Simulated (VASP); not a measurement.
# KBr: K into a neighbouring K vacancy, part 3 of 5

How hard is this move in KBr: K into a neighbouring K vacancy? Both ends are relaxed first, then a band of images between them. The start is a cell from a database of measured crystal structures.

VASP 6.6.1; PBEsol; plane waves and PAW (Br, K_pv).

So far. Step 2 (Relax the host): The start already met the threshold, so nothing moved. Step 3 (Relax the start): The run ended after 7 ionic steps, 0.228 eV below its first step, once the forces on the free atoms met EDIFFG = -0.05.

## (4) Relax the end

The end state is relaxed in the same way, so that both ends share their errors.

This cell carries charge -1, set by NELECT and balanced by a uniform background.

Input file INCAR:

```
SYSTEM = K26Br27
PREC = Normal
ENCUT = 280
EDIFF = 1E-05
NELM = 120
ISMEAR = 0
SIGMA = 0.05
LREAL = Auto
ALGO = Fast
GGA = PS
NELECT = 372
NBANDS = 228
LORBIT = 11
LWAVE = .FALSE.
LCHARG = .FALSE.
NCORE = 6
LASPH = .TRUE.
IBRION = 2
NSW = 60
ISIF = 2
EDIFFG = -0.05
POTIM = 0.4
MAXMIX = 40
ISYM = 0
```

Input file POSCAR:

```
K26Br27
1.0
    0.0000000000      9.9000000000      9.9000000000
    9.9000000000      0.0000000000      9.9000000000
    9.9000000000      9.9000000000      0.0000000000
Br K
27 26
Direct
    0.1673378485      0.1655173771      0.1678127907
    0.1682434523      0.1665043291      0.4988909135
    0.1681999836      0.1655559103      0.8357848120
    0.1670645782      0.4994556268      0.1660142518
    0.1667022230      0.5003158900      0.4999037814
    0.1686118584      0.4968937189      0.8330641597
    0.1698265009      0.8328347638      0.1647952187
    0.1653898090      0.8327269177      0.5016024321
    0.1635044411      0.8341939535      0.8382738592
    0.4993049354      0.1642208603      0.1675374470
    0.5006046148      0.1685393663      0.4984679679
    0.4963315783      0.1704193361      0.8315244107
    0.5029244559      0.4974151519      0.1659839037
    0.5002170708      0.5034767277      0.4976311621
    0.4972605765      0.5034925854      0.8339217042
    0.4993778743      0.8313986167      0.1672411764
    0.4968359507      0.8358992335      0.5012061109
    0.4985976202      0.8342522537      0.8334275097
    0.8325854913      0.1650497761      0.1671448910
    0.8332296658      0.1660961403      0.4996857020
    0.8337408275      0.1677808117      0.8323337134
    0.8328502676      0.4991400731      0.1668736726
    0.8331119262      0.5012694574      0.4976668762
    0.8340968750      0.4999622051      0.8310630110
    0.8304828748      0.8321044669      0.1687088126
    0.8317441100      0.8320692612      0.5021135939
    0.8307094848      0.8336820543      0.8345408186
   -0.0000723001      0.0004816416     -0.0002882462
    0.0028437571     -0.0040612493      0.6674839805
    0.0018219165      0.3307946407     -0.0005717303
   -0.0007315225      0.3339441682      0.3333787782
   -0.0003168547      0.3350213791      0.6654751317
   -0.0003260148      0.6671483025     -0.0014309290
   -0.0015521620      0.6664763645      0.3344227088
   -0.0034454328      0.6680295457      0.6665558797
    0.3319468807      0.0014430066     -0.0013631624
    0.3333725379     -0.0018872659      0.3351097646
    0.3318197218     -0.0034511634      0.6688533725
    0.3287590625      0.3364331898      0.0031628552
    0.3306258707      0.3324459906      0.3359603275
    0.3331096001      0.3326480841      0.6686184359
    0.3331907118      0.6649733685      0.0011244086
    0.3324100781      0.6662264217      0.3346592118
    0.3336273472      0.6646041230      0.6659168834
    0.6665906664      0.0016559691      0.0003670819
    0.6660053336     -0.0009204829      0.3345257797
    0.6674817811     -0.0014407459      0.6694570033
    0.6666198561      0.3324078605     -0.0002720515
    0.6672209651      0.3321913227      0.3330582140
    0.6655406465      0.3351137211      0.6677930942
    0.6668524837      0.6693833478     -0.0007934046
    0.6661192924      0.6664741076      0.3322477223
    0.6653316206      0.6679308142      0.6651707669
```

Input file KPOINTS:

```
Automatic mesh
0
Gamma
1 1 1
0 0 0
```

Potentials, in the order of the species: Br and K_pv (PBE family, release 64).

The run is started by

```bash
$ mpirun -np 6 vasp_gam
```

What it wrote:

```text
[... set-up lines as in an earlier step ...]
 entering main loop
       N       E                     dE             d eps       ncg     rms          rms(c)
DAV:   1     0.302700901988E+04    0.30270E+04   -0.11996E+05   464   0.929E+02
DAV:   2     0.242858131252E+03   -0.27842E+04   -0.26683E+04   608   0.273E+02
DAV:   3    -0.155866759940E+03   -0.39872E+03   -0.39665E+03   528   0.923E+01
DAV:   4    -0.174306973422E+03   -0.18440E+02   -0.18392E+02   512   0.204E+01
DAV:   5    -0.174537970570E+03   -0.23100E+00   -0.23083E+00   520   0.270E+00BRMIX: very serious problems
 the old and the new charge density differ
 old charge density:   371.00000 new  372.00004
    0.132E+01
RMM:   6    -0.169665904481E+03    0.48721E+01   -0.87893E+00   456   0.322E+00    0.882E+00
RMM:   7    -0.169525886073E+03    0.14002E+00   -0.88462E+00   456   0.318E+00    0.468E+00
RMM:   8    -0.169680536183E+03   -0.15465E+00   -0.11639E+00   456   0.144E+00    0.188E+00
RMM:   9    -0.169589889506E+03    0.90647E-01   -0.16161E-01   456   0.550E-01    0.504E-01
RMM:  10    -0.169594090628E+03   -0.42011E-02   -0.91636E-02   456   0.353E-01    0.243E-01
RMM:  11    -0.169594787787E+03   -0.69716E-03   -0.78757E-03   456   0.149E-01    0.248E-01
RMM:  12    -0.169594528217E+03    0.25957E-03   -0.21815E-03   461   0.602E-02    0.208E-01
RMM:  13    -0.169593704251E+03    0.82397E-03   -0.46567E-03   456   0.807E-02    0.274E-02
RMM:  14    -0.169593761221E+03   -0.56970E-04   -0.51746E-04   444   0.359E-02    0.472E-02
RMM:  15    -0.169593777541E+03   -0.16320E-04   -0.12316E-04   360   0.151E-02    0.473E-02
RMM:  16    -0.169593740045E+03    0.37496E-04   -0.87461E-05   373   0.124E-02    0.138E-02
RMM:  17    -0.169593740762E+03   -0.71633E-06   -0.20339E-05   291   0.633E-03
   1 F= -.16959374E+03 E0= -.16959374E+03  d E =-.169594E+03
 curvature:   0.00 expect dE= 0.000E+00 dE for cont linesearch  0.000E+00
 trial: gam= 0.00000 g(F)=  0.531E-01 g(S)=  0.000E+00 ort = 0.000E+00 (trialstep = 0.100E+01)
 search vector abs. value=  0.531E-01
 bond charge predicted
       N       E                     dE             d eps       ncg     rms          rms(c)
DAV:   1    -0.169634146915E+03   -0.40407E-01   -0.30862E+00   512   0.270E+00    0.503E-01
RMM:   2    -0.169647574023E+03   -0.13427E-01   -0.11674E-01   456   0.546E-01    0.493E-01
RMM:   3    -0.169643795060E+03    0.37790E-02   -0.21288E-02   456   0.245E-01    0.149E-01
RMM:   4    -0.169643946254E+03   -0.15119E-03   -0.47471E-03   456   0.112E-01    0.126E-01
RMM:   5    -0.169643755551E+03    0.19070E-03   -0.16844E-03   456   0.582E-02    0.759E-02
RMM:   6    -0.169643744304E+03    0.11247E-04   -0.57892E-04   430   0.318E-02    0.745E-02
RMM:   7    -0.169643691030E+03    0.53274E-04   -0.42456E-04   459   0.280E-02    0.541E-02
RMM:   8    -0.169643629981E+03    0.61049E-04   -0.29414E-04   396   0.196E-02    0.681E-03
RMM:   9    -0.169643631026E+03   -0.10445E-05   -0.26165E-05   321   0.793E-03
   2 F= -.16964363E+03 E0= -.16964363E+03  d E =-.498903E-01
[...]
3 F= -.16975619E+03 E0= -.16975619E+03  d E =-.162449E+00
[...]
4 F= -.16981318E+03 E0= -.16981318E+03  d E =-.219440E+00
[...]
5 F= -.16982047E+03 E0= -.16982047E+03  d E =-.226728E+00
[...]
6 F= -.16983422E+03 E0= -.16983422E+03  d E =-.137512E-01
 ZBRENT: can't locate minimum, use default step
 trial-energy change:   -0.013751  1 .order   -0.013812   -0.015338   -0.012286
 step:   9.9704(harm= 12.5273)  dis= 0.03920  next Energy=  -169.859013 (dE=-0.385E-01)
 bond charge predicted
       N       E                     dE             d eps       ncg     rms          rms(c)
DAV:   1    -0.169792273594E+03    0.41945E-01   -0.21577E+01   456   0.763E+00    0.138E+00
RMM:   2    -0.169848224556E+03   -0.55951E-01   -0.58269E-01   456   0.138E+00    0.348E-01
RMM:   3    -0.169856353736E+03   -0.81292E-02   -0.64614E-02   456   0.524E-01    0.134E-01
RMM:   4    -0.169857384321E+03   -0.10306E-02   -0.12194E-02   456   0.217E-01    0.135E-01
RMM:   5    -0.169857513103E+03   -0.12878E-03   -0.21677E-03   456   0.997E-02    0.503E-02
RMM:   6    -0.169857549880E+03   -0.36777E-04   -0.61704E-04   457   0.473E-02    0.355E-02
RMM:   7    -0.169857563568E+03   -0.13688E-04   -0.12850E-04   431   0.237E-02    0.492E-02
RMM:   8    -0.169857557572E+03    0.59962E-05   -0.39694E-05   343   0.117E-02
   7 F= -.16985756E+03 E0= -.16985756E+03  d E =-.370887E-01
 curvature:  -6.47 expect dE=-0.521E-02 dE for cont linesearch -0.165E-02
 trial: gam=-0.07549 g(F)=  0.805E-03 g(S)=  0.000E+00 ort = 0.132E-02 (trialstep = 0.399E+01)
 search vector abs. value=  0.645E-03
 reached required accuracy - stopping structural energy minimisation
```

Run time: 4.3 min. Hardware: 6 MPI ranks of Intel Xeon Platinum 8488C (Sapphire Rapids), shared host; peak memory 1.3 GiB; 26 min of CPU time.

Parts of OUTCAR (step 4):

```text
NELECT = 372

 ion  position               nearest neighbor table
   1  0.167  0.166  0.168-  39 3.29  36 3.30  37 3.30  30 3.31  31 3.31
   2  0.168  0.167  0.499-  40 3.25  37 3.29  38 3.30  31 3.31  32 3.32  29 3.33
   3  0.168  0.166  0.836-  36 3.23  30 3.26  41 3.29  28 3.30  38 3.33  32 3.35
   4  0.167  0.499  0.166-  39 3.23  42 3.28  31 3.30  40 3.30  33 3.31  34 3.32
   5  0.167  0.500  0.500-  43 3.28  40 3.29  32 3.29  34 3.30  35 3.31  41 3.32
   6  0.169  0.497  0.833-  41 3.25  39 3.27  44 3.29  30 3.30  33 3.32  35 3.35
   7  0.170  0.833  0.165-  36 3.27  42 3.28  43 3.29  28 3.32  34 3.34
   8  0.165  0.833  0.502-  29 3.26  44 3.29  37 3.30  43 3.30  35 3.30
   9  0.164  0.834  0.838-  28 3.24  38 3.27  33 3.28  29 3.28  42 3.29  44 3.39
  10  0.499  0.164  0.168-  45 3.26  37 3.29  46 3.30  39 3.32  48 3.32  40 3.33
  11  0.501  0.169  0.498-  49 3.27  40 3.29  46 3.30  41 3.31  47 3.35  38 3.37
  12  0.496  0.170  0.832-  41 3.23  36 3.30  50 3.31  47 3.31  39 3.34  45 3.36
  13  0.503  0.497  0.166-  48 3.28  49 3.28  42 3.31  51 3.33  40 3.34  43 3.34
  14  0.500  0.503  0.498-  52 3.26  44 3.26  43 3.28  50 3.32  49 3.33  41 3.35
  15  0.497  0.503  0.834-  42 3.25  44 3.28  53 3.29  50 3.31  48 3.32  39 3.32
  16  0.499  0.831  0.167-  51 3.27  52 3.28  43 3.29  37 3.31  36 3.33  45 3.34
  17  0.497  0.836  0.501-  38 3.25  37 3.26  46 3.29  53 3.29  44 3.31  52 3.35
  18  0.499  0.834  0.833-  38 3.28  36 3.29  47 3.30  51 3.31  53 3.31  42 3.31
  19  0.833  0.165  0.167-  28 3.29  46 3.29  49 3.30  48 3.30  30 3.32
  20  0.833  0.166  0.500-  49 3.29  47 3.30  31 3.31  50 3.34  29 3.34
  21  0.834  0.168  0.832-  48 3.29  50 3.29  32 3.30  45 3.30  28 3.30  29 3.33
  22  0.833  0.499  0.167-  49 3.29  52 3.29  31 3.30  51 3.30  33 3.31  30 3.32
  23  0.833  0.501  0.498-  34 3.27  31 3.28  52 3.29  50 3.30  53 3.31  32 3.31
  24  0.834  0.500  0.831-  32 3.27  35 3.27  53 3.31  48 3.32  30 3.33  51 3.34
  25  0.830  0.832  0.169-  52 3.27  45 3.29  46 3.29  34 3.30  33 3.32  28 3.34
  26  0.832  0.832  0.502-  35 3.26  53 3.27  34 3.30  46 3.30  47 3.31
  27  0.831  0.834  0.835-  51 3.25  47 3.25  33 3.30  35 3.30  45 3.30  29 3.31
  28  1.000  0.000  1.000-   9 3.24  19 3.29   3 3.30  21 3.30   7 3.32  25 3.34  30 4.64  38 4.64
                            36 4.65  45 4.65  48 4.66  29 4.66  33 4.68  34 4.68  46 4.68  32 4.68
  29  0.003  0.996  0.667-   8 3.26   9 3.28  27 3.31   2 3.33  21 3.33  20 3.34  33 4.62  38 4.62
                            44 4.64  37 4.64  35 4.64  28 4.66  47 4.66  45 4.68  31 4.71  32 4.71
  30  0.002  0.331  0.999-   3 3.26   6 3.30   1 3.31  19 3.32  22 3.32  24 3.33  36 4.62  41 4.64
                            28 4.64  39 4.64  32 4.66  49 4.68  48 4.68  31 4.68  33 4.69  35 4.69
  31  0.999  0.334  0.333-  23 3.28  22 3.30   4 3.30  20 3.31   1 3.31   2 3.31  39 4.62  40 4.65
                            34 4.66  52 4.66  32 4.66  49 4.66  33 4.68  50 4.68  30 4.68  37 4.69
  32  1.000  0.335  0.665-  24 3.27   5 3.29  21 3.30  23 3.31   2 3.32   3 3.35  40 4.62  34 4.64
                            35 4.65  31 4.66  30 4.66  50 4.66  53 4.67  48 4.67  41 4.67  28 4.68
  33  1.000  0.667  0.999-   9 3.28  27 3.30  22 3.31   4 3.31  25 3.32   6 3.32  39 4.62  29 4.62
                            51 4.64  35 4.66  44 4.67  52 4.67  42 4.67  45 4.67  31 4.68  28 4.68
[...]
53  0.665  0.668  0.665-  26 3.27  17 3.29  15 3.29  23 3.31  18 3.31  24 3.31  46 4.63  38 4.64
                            50 4.64  34 4.65  35 4.65  44 4.66  52 4.67  32 4.67  47 4.67  42 4.68

 Found      1 irreducible k-points:

 E-fermi :  -2.5783

 k-point     1 :       0.0000    0.0000    0.0000
  band No.  band energies     occupation
    ...
    182      -2.8645      2.00000
    183      -2.8637      2.00000
    184      -2.8632      2.00000
    185      -2.8550      2.00000
    186      -2.8533      2.00000
    187       1.3169      0.00000
    188       3.0195      0.00000
    189       3.0200      0.00000
    190       3.0205      0.00000
    191       3.0214      0.00000
    ...

  Total        2.8542283      2.8503911      2.8265510      0.0022165      0.0043811     -0.0115059
  in kB        2.3564797      2.3533117      2.3336291      0.0018300      0.0036171     -0.0094994
  external PRESSURE =       2.3478069 kB  Pullay stress =       0.0000000 kB

 POSITION                                       TOTAL-FORCE (eV/Angst)
 -----------------------------------------------------------------------------------
      3.30178      3.30392      3.40779         0.001682     -0.005677      0.039411
      6.61234      6.61639      3.30607        -0.005396     -0.011011     -0.002960
      9.88293      9.88301      3.31145         0.015218      0.010407     -0.010230
      6.62432      3.29920      6.58235        -0.010548      0.000426     -0.002496
      9.88877      6.61120      6.58594         0.002626     -0.010613      0.000144
     13.19808      9.88317      6.58017         0.005827      0.001797     -0.003392
      9.78076      3.30411      9.89937        -0.035551     -0.006890      0.003289
     13.19610      6.71863      9.88287         0.006150      0.034189      0.001202
     16.51671      9.89809      9.88285        -0.001061     -0.008501      0.012797
      3.30396      6.60744      6.57917        -0.000197      0.004544      0.002212
      6.61714      9.88762      6.57736        -0.006196      0.003078      0.010340
      9.90883     13.19504      6.59359        -0.018456     -0.001394     -0.005785
      6.60304      6.61767      9.89442         0.006796     -0.001653     -0.001337
      9.88689      9.88473      9.90219        -0.002484     -0.001146     -0.004079
     13.20936     13.19338      9.89432        -0.008625      0.006441     -0.003075
      9.88534      6.60552     13.21101         0.001015      0.000764     -0.004674
     13.20414      9.88148     13.19759        -0.000240      0.000539      0.005295
     16.51364     13.19904     13.20807         0.002471     -0.000165      0.003725
      3.29584      9.77946      9.88802         0.003874     -0.041531     -0.001294
      6.72667     13.20623      9.89394         0.039354     -0.002910      0.000608
      9.88620     16.50501      9.90535         0.001772      0.009669     -0.009027
      6.60188      9.88157     13.20974         0.005495      0.011602     -0.008355
      9.89023     13.19009     13.20984        -0.001594      0.006126      0.003777
     13.19779     16.50311     13.20305        -0.000876      0.004292      0.000074
      9.88879      9.87849     16.47561         0.007476      0.006811      0.012885
     13.20795     13.19241     16.37260         0.000911      0.003809     -0.043256
     16.52565     16.51354     16.48211        -0.018343     -0.012092      0.003934
      9.96308      9.96233     19.78913        -0.009287     -0.006558      0.002700
     16.44092      6.54859      9.89671         0.000388     -0.002519     -0.006598
      3.29263      9.96246     13.12919         0.000332     -0.008713      0.003618
      6.54163     13.19890     13.13110         0.004147      0.001090      0.005738
      9.90371     16.48945     13.19369        -0.000756      0.002134      0.005308
     16.49143      9.90328      6.59695         0.012682     -0.002585      0.002065
      9.96306     13.19300     16.56041         0.004731      0.001595     -0.007521
     13.20430     16.43452     16.54540         0.002006      0.001098      0.000405
      0.06223      3.30151      3.24452        -0.004400     -0.007693     -0.003390
     13.19592      6.54164     13.12484         0.004236     -0.001430      0.005749
     16.50132      9.90798     13.17897        -0.007720     -0.002414      0.008779
[...]
-----------------------------------------------------------------------------------
    total drift:                               -0.009499      0.039699      0.028474

  FREE ENERGIE OF THE ION-ELECTRON SYSTEM (eV)
  ---------------------------------------------------
  free  energy   TOTEN  =      -169.8575575718 eV

  energy  without entropy=     -169.8575575718  energy(sigma->0) =     -169.85755757

 total charge
# of ion       s       p       d       tot
------------------------------------------
    1        1.591   3.285   0.001   4.878
    2        1.591   3.284   0.001   4.876
    3        1.591   3.284   0.001   4.876
    4        1.591   3.282   0.001   4.874
    5        1.591   3.284   0.001   4.876
    6        1.591   3.282   0.001   4.874
    7        1.591   3.286   0.001   4.878
    8        1.591   3.285   0.001   4.878
    9        1.591   3.282   0.001   4.874
   10        1.591   3.282   0.001   4.874
   11        1.591   3.284   0.001   4.876
   12        1.591   3.282   0.001   4.874
   13        1.591   3.282   0.001   4.874
   14        1.591   3.282   0.001   4.874
   15        1.591   3.285   0.001   4.876
   16        1.591   3.284   0.001   4.876
   17        1.591   3.282   0.001   4.874
   18        1.591   3.282   0.001   4.874
   19        1.591   3.286   0.001   4.878
   20        1.591   3.286   0.001   4.878
   21        1.591   3.282   0.001   4.874
   22        1.591   3.284   0.001   4.876
   23        1.591   3.282   0.001   4.874
   24        1.591   3.282   0.001   4.874
   25        1.591   3.284   0.001   4.876
   26        1.591   3.285   0.001   4.877
   27        1.591   3.284   0.001   4.876
   28        0.069   6.081   0.068   6.218
   29        0.069   6.081   0.069   6.218
   30        0.069   6.081   0.068   6.218
   31        0.069   6.081   0.068   6.218
   32        0.070   6.084   0.070   6.224
   33        0.070   6.085   0.070   6.225
   34        0.069   6.081   0.069   6.218
   35        0.069   6.081   0.069   6.218
   36        0.069   6.081   0.069   6.219
   37        0.069   6.081   0.069   6.219
[...]
--------------------------------------------------
tot         44.775 246.849   1.848 293.472

[... 6 parts as in an earlier step ...]

[... 1 further part left out ...]
```

Relaxation path:

```
step  energy less that of the first step (eV)  largest force (eV/Å)
   1                                   0.0000                0.3044
   2                                  -0.0499                0.2772
   3                                  -0.1624                0.1983
   4                                  -0.2194                0.1769
   5                                  -0.2267                0.1180
   6                                  -0.2405                0.0970
   7                                  -0.2638                0.0434
```

The atoms that moved most (Å):

```
atom      dx      dy      dz  length
Br20   0.135   0.010   0.001   0.136
Br19   0.007  -0.118   0.011   0.119
 Br8  -0.014   0.115   0.002   0.116
 Br1   0.002  -0.014   0.113   0.113
Br26   0.000  -0.013  -0.099   0.100
 Br7  -0.096  -0.009  -0.027   0.100
 K37  -0.003  -0.076  -0.057   0.095
 K34   0.054  -0.002   0.078   0.095
```

This step gave:

* electronic cycles: 71
* free energy (TOTEN): -169.8576 eV
* Fermi energy: -2.578 eV
* gap on the k-mesh: 4.170 eV
* least direct gap on the k-mesh: 4.170 eV

The run ended after 7 ionic steps, 0.264 eV below its first step, once the forces on the free atoms met EDIFFG = -0.05.

(Part 3 of 5 ends here.)

[Lines on the potential files, build, host, timing and source positions are cut from VASP's logs without a mark.]

[Logs are printed without paths, hosts, clocks, repeated set-up lines and the standing remarks that a program may print on its own settings, such as how far it seeks lower states.]

[Hosts, paths, dates, database ids (printed as entryN), source tags and the programs' standing remarks are cut or masked in the printed files.]

[Runs that stopped without an error message from VASP are left out.]
